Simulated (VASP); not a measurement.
# Sn (Fd-3m) in VASP: notebook

Aim: see how the results for Sn move with the level of theory and the settings. Levels: PBE, PBE+D3(BJ), PBEsol. Tasks: relaxation of cell and atoms.

Everything below comes from runs of VASP 6.6.1. Logs are shortened: lines on timing, memory, paths and dates and some standing lists are left out, and cuts for length are marked.

### 1 The structure

Symmetry: Fd-3m, No. 227, cubic system. Conventional cell: a = 6.570 Å, b = 6.570 Å, c = 6.570 Å, α = 90.00°, β = 90.00°, γ = 90.00°. Sn (site symmetry -43m) has 4 Sn at 2.84 Å as nearest neighbours.

This isn't the form of Sn at room conditions, which is tetragonal (white tin).

### 2 Relaxation of cell and atoms, PBE

File INCAR:

```
PREC = Accurate
ENCUT = 600
EDIFF = 1E-7
ISMEAR = 0
SIGMA = 0.1
LREAL = F
LASPH = T
NELM = 80
ALGO = Fast
ISIF = 3
LWAVE = F
LCHARG = F
GGA = PE
IBRION = 2
NSW = 90
EDIFFG = -0.005
```

File KPOINTS:

```
regular mesh
0
Gamma
  12 12 12
```

File POSCAR:

```
Sn
1.0
    0.0000000000      3.2849870000      3.2849870000
    3.2849870000      0.0000000000      3.2849870000
    3.2849870000      3.2849870000      0.0000000000
Sn
2
Direct
    0.5000000000      0.5000000000      0.5000000000
    0.7500000000      0.7500000000      0.7500000000
```

Potentials or basis: VASP PAW PBE potentials, release 64 (Sn_d).

The run is started by

```sh
> cat potpaw_PBE.64/Sn_d/POTCAR > POTCAR
> mpirun -np 1 vasp_std > vasp.out
```

OUTCAR:

```text
PREC = Accurate
   ENCUT = 600
   EDIFF = 1E-7
   ISMEAR = 0
   LREAL = F
   LASPH = T
   NELM = 80
   ISIF = 3
   GGA = PE
   IBRION = 2
   NSW = 90
   EDIFFG = -0.005

 ion  position               nearest neighbor table
   1  0.500  0.500  0.500-   2 2.84   2 2.84   2 2.84   2 2.84
   2  0.750  0.750  0.750-   1 2.84   1 2.84   1 2.84   1 2.84

  LATTYP: Found a face centered cubic cell.
 ALAT       =     6.5699740000

  Lattice vectors:

 A1 = (   0.0000000000,   3.2849870000,   3.2849870000)
 A2 = (   3.2849870000,   0.0000000000,   3.2849870000)
 A3 = (   3.2849870000,   3.2849870000,   0.0000000000)

Analysis of symmetry for initial positions (statically):
=====================================================================
 Subroutine PRICEL returns:
 Original cell was already a primitive cell.

 Routine SETGRP: Setting up the symmetry group for a
 face centered cubic supercell.

 Subroutine GETGRP returns: Found 48 space group operations
 (whereof 24 operations were pure point group operations)
 out of a pool of 48 trial point group operations.

The static configuration has the point symmetry T_d .
 The point group associated with its full space group is O_h .

Analysis of symmetry for dynamics (positions and initial velocities):
=====================================================================
 Subroutine PRICEL returns:
 Original cell was already a primitive cell.

 Routine SETGRP: Setting up the symmetry group for a
 face centered cubic supercell.

 Subroutine GETGRP returns: Found 48 space group operations
 (whereof 24 operations were pure point group operations)
 out of a pool of 48 trial point group operations.

The dynamic configuration has the point symmetry T_d .
 The point group associated with its full space group is O_h .

 Subroutine INISYM returns: Found 48 space group operations
 (whereof 24 operations are pure point group operations),
 and found     1 'primitive' translations

----------------------------------------------------------------------------------------

                                     Primitive cell

  volume of cell :      70.8975

  direct lattice vectors                    reciprocal lattice vectors
     0.000000000  3.284987000  3.284987000    -0.152207604  0.152207604  0.152207604
     3.284987000  0.000000000  3.284987000     0.152207604 -0.152207604  0.152207604
     3.284987000  3.284987000  0.000000000     0.152207604  0.152207604 -0.152207604

  length of vectors
     4.645673168  4.645673168  4.645673168     0.263631303  0.263631303  0.263631303

[... 66 lines left out ...]
   dimension x,y,z NGXF=    80 NGYF=   80 NGZF=   80
   ions per type =               2
   NGX,Y,Z   is equivalent  to a cutoff of  14.31, 14.31, 14.31 a.u.
   NGXF,Y,Z  is equivalent  to a cutoff of  28.63, 28.63, 28.63 a.u.
 SYSTEM =  unknown system
   PREC   = accura    normal or accurate (medium, high low for compatibility)
   ISTART =      0    job   : 0-new  1-cont  2-samecut
   ICHARG =      2    charge: 1-file 2-atom 10-const
   ISPIN  =      1    spin polarized calculation?
   LNONCOLLINEAR =      F non collinear calculations
   LSORBIT =      F    spin-orbit coupling
   LASPH  =      T    aspherical Exc in radial PAW
   ENCUT  =  600.0 eV  44.10 Ry    6.64 a.u.   9.28  9.28  9.28*2*pi/ulx,y,z
   NELM   =     80;   NELMIN=  2; NELMDL= -5     # of ELM steps
   EDIFF  = 0.1E-06   stopping-criterion for ELM
   LREAL  =      F    real-space projection
   EDIFFG = -.5E-02   stopping-criterion for IOM
   NSW    =     90    number of steps for IOM
   IBRION =      2    ionic relax: 0-MD 1-quasi-New 2-CG
   NFREE  =      1    steps in history (QN), initial steepest desc. (CG)
   ISIF   =      3    stress and relaxation
   ISYM   =      2    0-nonsym 1-usesym 2-fastsym
   POTIM  = 0.5000    time-step for ionic-motion
   TEBEG  =    0.0;   TEEND  =   0.0 temperature during run
   PSTRESS=    0.0 pullay stress
   NELECT =      28.0000    total number of electrons
   NUPDOWN=      -1.0000    fix difference up-down
   EMIN   =  10.00;   EMAX   =-10.00  energy-range for DOS
   EFERMI =   0.00;   METHOD = LEGACY
   ISMEAR =     0;   SIGMA  =   0.10  broadening in eV -4-tet -1-fermi 0-gaus
   EFERMI_NEDOS =   21; number of points for ismear=-14 and -15
   IALGO  =     68    algorithm
   IMIX   =      4    mixing-type and parameters
     AMIX     =   0.40;   BMIX     =  1.00
     AMIX_MAG =   1.60;   BMIX_MAG =  1.00
  volume/ion in A,a.u.               =      35.45       239.22
  Fermi-wavevector in a.u.,A,eV,Ry     =   1.201113  2.269774 19.628749  1.442672
  Thomas-Fermi vector in A             =   2.336931
   LORBIT       =      0    0 simple, 1 ext, 2 COOP (PROOUT), +10 PAW based schemes
   GGA     = PE    functional components
   LHFCALC =     F    Hartree Fock is set to
   AEXX    =    0.0000 exact exchange contribution
   IVDW    =     0    specifies the selected vdW correction
   LEPSILON=     F    determine dielectric tensor
   LRPA    =     F    only Hartree local field effects (RPA)
 conjugate gradient relaxation of ions
 non-spin polarized calculation
 RMM-DIIS sequential band-by-band and
 Gauss-broadening in eV      SIGMA  =   0.10
  energy-cutoff  :      600.00
  volume of cell :       70.90
 maximum number of plane-waves:      2421
 NGX is ok and might be reduce to    40
   NGX = 19   NGY = 19   NGZ = 19

--------------------------------------- Ionic step        1  -------------------------------------------

 number of electron      27.9999999 magnetization

 Free energy of the ion-electron system (eV)
  ---------------------------------------------------
  ext. energy  EPLUGINS =         0.00000000
  ---------------------------------------------------
  free energy    TOTEN  =        -7.68056279 eV

  energy without entropy =       -7.67934727  energy(sigma->0) =       -7.67995503

 E-fermi :   5.2503     XC(G=0):  -8.7153

 val. band max:        5.2234973829   @ k =   0.4167   0.0000   0.0000
 cond. band min:       5.3430849376   @ k =   0.0000   0.0000   0.0000
 fundamental gap:      0.1195875547
 Fermi energy:         5.2502931554

 k-point     1 :       0.0000    0.0000    0.0000
  band No.  band energies     occupation
      1     -16.3582      2.00000
      2     -16.3582      2.00000
      3     -16.3582      2.00000
      4     -16.3035      2.00000
      5     -16.3035      2.00000
      6     -16.0235      2.00000
[... 566 lines left out ...]
--------------------------------------- Ionic step        3  -------------------------------------------

 number of electron      27.9999997 magnetization

 Free energy of the ion-electron system (eV)
  ---------------------------------------------------
  ext. energy  EPLUGINS =         0.00000000
  ---------------------------------------------------
  free energy    TOTEN  =        -7.69299016 eV

  energy without entropy =       -7.69169217  energy(sigma->0) =       -7.69234117

 E-fermi :   4.8534     XC(G=0):  -8.5519

 val. band max:        4.8386112177   @ k =   0.0833   0.0000   0.0000
 cond. band min:       4.8992118687   @ k =   0.3333   0.0000   0.0000
 fundamental gap:      0.0606006511
 Fermi energy:         4.8534171621

 k-point     1 :       0.0000    0.0000    0.0000
  band No.  band energies     occupation
      1     -16.6760      2.00000
      2     -16.6760      2.00000
      3     -16.6760      2.00000
      4     -16.6261      2.00000
      5     -16.6261      2.00000
      6     -16.3735      2.00000
[... 524 lines left out ...]
  FREE ENERGIE OF THE ION-ELECTRON SYSTEM (eV)
  ---------------------------------------------------
  free  energy   TOTEN  =        -7.6929901632 eV

  energy  without entropy=       -7.6916921723  energy(sigma->0) =       -7.69234117

 reached required accuracy - stopping structural energy minimisation
```

OSZICAR:

```text
N       E                     dE             d eps       ncg     rms          rms(c)
DAV:   1     0.218254623329E+03    0.21825E+03   -0.16420E+04  2592   0.241E+03
DAV:   2     0.132371676590E+02   -0.20502E+03   -0.20243E+03  2592   0.468E+02
DAV:   3    -0.706129296432E+01   -0.20298E+02   -0.20180E+02  2924   0.152E+02
[... 33 lines left out ...]
RMM:   6    -0.769298791460E+01    0.56082E-06   -0.52733E-05  3026   0.967E-02    0.105E-02
RMM:   7    -0.769298952074E+01   -0.16061E-05   -0.21593E-05  3102   0.435E-02    0.157E-03
RMM:   8    -0.769298974405E+01   -0.22331E-06   -0.34308E-06  3006   0.239E-02    0.196E-03
RMM:   9    -0.769299014917E+01   -0.40512E-06   -0.22578E-06  3306   0.141E-02    0.500E-04
RMM:  10    -0.769299016320E+01   -0.14032E-07   -0.28067E-07  1864   0.493E-03
   3 F= -.76929902E+01 E0= -.76923412E+01  d E =-.124274E-01
```

CONTCAR:

```text
Sn
   1.00000000000000
     0.0000000000000000    3.3270297595805878    3.3270297595805878
     3.3270297595805878    0.0000000000000000    3.3270297595805878
     3.3270297595805878    3.3270297595805878    0.0000000000000000
  Sn
     2
Direct
     0.5000000000000000    0.5000000000000000    0.5000000000000000
     0.7500000000000000    0.7500000000000000    0.7500000000000000

  0.00000000E+00  0.00000000E+00  0.00000000E+00
  0.00000000E+00  0.00000000E+00  0.00000000E+00
```

Wall time 3.3 min (1 thread of AMD EPYC 9R45 (Zen 5), shared host); peak memory 0.27 GiB.

What came out:

* Free energy: -7.6930 eV
* Relaxed volume: 36.83 Å³/atom
* Relaxed cell: a = 4.705 Å, b = 4.705 Å, c = 4.705 Å, α = 60.00°, β = 60.00°, γ = 60.00°
* Space group after relaxing (to 0.05 Å): Fd-3m (No. 227)
* Energy gained by relaxing: 6.2 meV/atom
* Ionic steps: 3
* Pressure after relaxing: 0.0 GPa
* Band gap on the k mesh: none (metal or under the smearing width)

Step by step:
```tsv
step	energy change (eV)	largest force (eV/Å)	pressure (GPa)	volume (Å³)
1	0.0000	0.0000	1.49	70.90
2	-0.0117	0.0000	-0.32	74.34
3	-0.0124	0.0000	0.00	73.65
```

Final structure:
```
CELL_PARAMETERS angstrom
0.00000 3.32703 3.32703
3.32703 0.00000 3.32703
3.32703 3.32703 0.00000
ATOMIC_POSITIONS crystal
Sn 0.50000 0.50000 0.50000
Sn 0.75000 0.75000 0.75000
```

### 3 Relaxation of cell and atoms, PBE+D3(BJ)

INCAR: that of step 2 with these lines changed.

```diff
@@ -13,2 +13,3 @@
 GGA = PE
+IVDW = 12
 IBRION = 2
```

KPOINTS is that of step 2.

POSCAR is that of step 2.

Potentials or basis: VASP PAW PBE potentials, release 64 (Sn_d).

The run is started by

```sh
> cat potpaw_PBE.64/Sn_d/POTCAR > POTCAR
> mpirun -np 1 vasp_std > vasp.out
```

Run time: 1.9 min. Hardware: 1 thread of AMD EPYC 9R45 (Zen 5), shared host; peak memory 0.28 GiB.

Results (log left out):

| Quantity | Value |
| --- | --- |
| Free energy | -8.2707 eV |
| Relaxed volume | 35.48 Å³/atom |
| Relaxed cell | a = 4.647 Å, b = 4.647 Å, c = 4.647 Å, α = 60.00°, β = 60.00°, γ = 60.00° |
| Space group after relaxing (to 0.05 Å) | Fd-3m (No. 227) |
| Energy gained by relaxing | 0.0 meV/atom |
| Ionic steps | 2 |
| Pressure after relaxing | 0.0 GPa |
| Band gap on the k mesh | none (metal or under the smearing width) |
| Dispersion energy per atom | -0.295 eV |

Final structure:
```
Sn
1.0
     0.00000    3.28609    3.28609
     3.28609    0.00000    3.28609
     3.28609    3.28609    0.00000
Sn
2
Direct
  0.50000 0.50000 0.50000
  0.75000 0.75000 0.75000
```

Levels at points of the mesh, in eV from the Fermi level:
| k point | band 12 | band 13 | band 14 | band 15 | band 16 | band 17 |
| --- | --- | --- | --- | --- | --- | --- |
| (0.00, 0.00, 0.00) | -0.89 | 0.09 | 0.09 | 0.09 | 2.16 | 2.16 |
| (0.50, 0.00, 0.00) | -6.15 | -1.05 | -1.05 | -0.07 | 3.22 | 3.22 |
| (0.50, 0.50, 0.00) | -7.38 | -2.33 | -2.33 | 0.87 | 0.87 | 7.49 |

Caveat: pairwise dispersion overbinds metals, which lowers pressure and volume.

### 4 Relaxation of cell and atoms, PBEsol

File INCAR:

```
PREC = Accurate
ENCUT = 300
EDIFF = 1E-7
ISMEAR = 0
SIGMA = 0.1
LREAL = F
LASPH = T
NELM = 80
ALGO = Fast
ISIF = 3
LWAVE = F
LCHARG = F
GGA = PS
IBRION = 2
NSW = 90
EDIFFG = -0.005
```

KPOINTS is that of step 3.

POSCAR is that of step 3.

The run is started by

```sh
> cat potpaw_PBE.64/Sn_d/POTCAR > POTCAR
> mpirun -np 1 vasp_std > vasp.out
```

It took 67 s on 1 thread of AMD EPYC 9R45 (Zen 5), shared host; peak memory 0.14 GiB.

It converged, with:

| Item | Value |
| --- | --- |
| Free energy | -8.4689 eV |
| Relaxed volume | 34.63 Å³/atom |
| Relaxed cell | a = 4.609 Å, b = 4.609 Å, c = 4.609 Å, α = 60.00°, β = 60.00°, γ = 60.00° |
| Space group after relaxing (to 0.05 Å) | Fd-3m (No. 227) |
| Energy gained by relaxing | 2.4 meV/atom |
| Ionic steps | 3 |
| Pressure after relaxing | 0.0 GPa |
| Band gap on the k mesh | none (metal or under the smearing width) |

Step by step:
```csv
step,energy change (eV),largest force (eV/Å),pressure (GPa),volume (Å³)
1,0.0000,0.0000,-0.92,70.90
2,-0.0045,0.0000,0.27,68.83
3,-0.0049,0.0000,0.00,69.25
```

Final structure:
```xyz
2
Lattice="0.0000 3.2594 3.2594 3.2594 0.0000 3.2594 3.2594 3.2594 0.0000" Properties=species:S:1:pos:R:3 pbc="T T T"
Sn    3.2594    3.2594    3.2594
Sn    4.8890    4.8890    4.8890
```

Levels at points of the mesh, in eV from the Fermi level:
```tsv
k point	band 12	band 13	band 14	band 15	band 16	band 17
(0.00, 0.00, 0.00)	-0.77	0.10	0.10	0.10	2.16	2.16
(0.50, 0.00, 0.00)	-6.26	-1.09	-1.09	-0.07	3.22	3.22
(0.50, 0.50, 0.00)	-7.47	-2.41	-2.41	0.79	0.79	7.64
```

Caveat: the PAW data sets were made with another functional, which shifts forces and pressure a little.

### 5 Relaxation of cell and atoms, PBEsol

INCAR: that of step 4 with these lines changed.

```diff
@@ -1,3 +1,3 @@
 PREC = Accurate
-ENCUT = 300
+ENCUT = 600
 EDIFF = 1E-7
```

File KPOINTS:

```
regular mesh
0
Gamma
  4 4 4
```

POSCAR is that of step 4.

The run is started by

```sh
> cat potpaw_PBE.64/Sn_d/POTCAR > POTCAR
> mpirun -np 1 vasp_std > vasp.out
```

It took 17 s on 1 thread of AMD EPYC 9R45 (Zen 5), shared host; peak memory 0.2 GiB.

It converged, with:

* Free energy: -8.2775 eV
* Relaxed volume: 35.48 Å³/atom
* Relaxed cell: a = 4.647 Å, b = 4.647 Å, c = 4.647 Å, α = 60.00°, β = 60.00°, γ = 60.00°
* Space group after relaxing (to 0.05 Å): Fd-3m (No. 227)
* Energy gained by relaxing: 0.0 meV/atom
* Ionic steps: 2
* Pressure after relaxing: 0.0 GPa
* Band gap on the k mesh: none (metal or under the smearing width)

Final structure:
```yaml
crystal:
  lattice:
    - [0.00000, 3.28586, 3.28586]
    - [3.28586, 0.00000, 3.28586]
    - [3.28586, 3.28586, 0.00000]
  atoms:
    - { symbol: Sn, position: [0.50000, 0.50000, 0.50000] }
    - { symbol: Sn, position: [0.75000, 0.75000, 0.75000] }
```

Levels at points of the mesh, in eV from the Fermi level:
| k point | band 10 | band 11 | band 12 | band 13 | band 14 | band 15 | band 16 | band 17 | band 18 |
| --- | --- | --- | --- | --- | --- | --- | --- | --- | --- |
| (0.00, 0.00, 0.00) | -21.03 | -10.25 | -0.81 | 0.22 | 0.22 | 0.22 | 2.27 | 2.27 | 2.27 |
| (0.50, 0.00, 0.00) | -20.99 | -8.69 | -6.05 | -0.93 | -0.93 | 0.00 | 3.32 | 3.32 | 5.68 |
| (0.50, 0.50, 0.00) | -20.97 | -7.27 | -7.27 | -2.22 | -2.22 | 0.93 | 0.93 | 7.60 | 7.60 |

Caveat: the k mesh is coarse (spacing up to 0.41 Å⁻¹), so the values aren't converged; the PAW data sets were made with another functional, which shifts forces and pressure a little.

### 6 Summary

| level | k mesh | cutoff (eV) | mesh quality | gap on the mesh (eV) | pressure (GPa) | relaxed volume (Å³/atom) |
| --- | --- | --- | --- | --- | --- | --- |
| PBE | 12 × 12 × 12 | 600 | not flagged | none | 0.0 | 36.83 |
| PBE+D3(BJ) | 12 × 12 × 12 | 600 | not flagged | none | 0.0 | 35.48 |
| PBEsol | 12 × 12 × 12 | 300 | not flagged | none | 0.0 | 34.63 |
| PBEsol | 4 × 4 × 4 | 600 | coarse | none | 0.0 | 35.48 |

Alike in all rows: task relaxation of cell and atoms; potentials or basis VASP PAW PBE potentials, release 64 (Sn_d); no spin polarisation; cell relaxed; smearing gaussian 0.1 eV.

Caveats: some runs use coarse meshes; the PAW data sets were made with another functional, which shifts forces and pressure a little (some runs); pairwise dispersion overbinds metals, which lowers pressure and volume (some runs).

Total energies depend on the potentials used, so only differences within one code and one set of settings carry meaning.
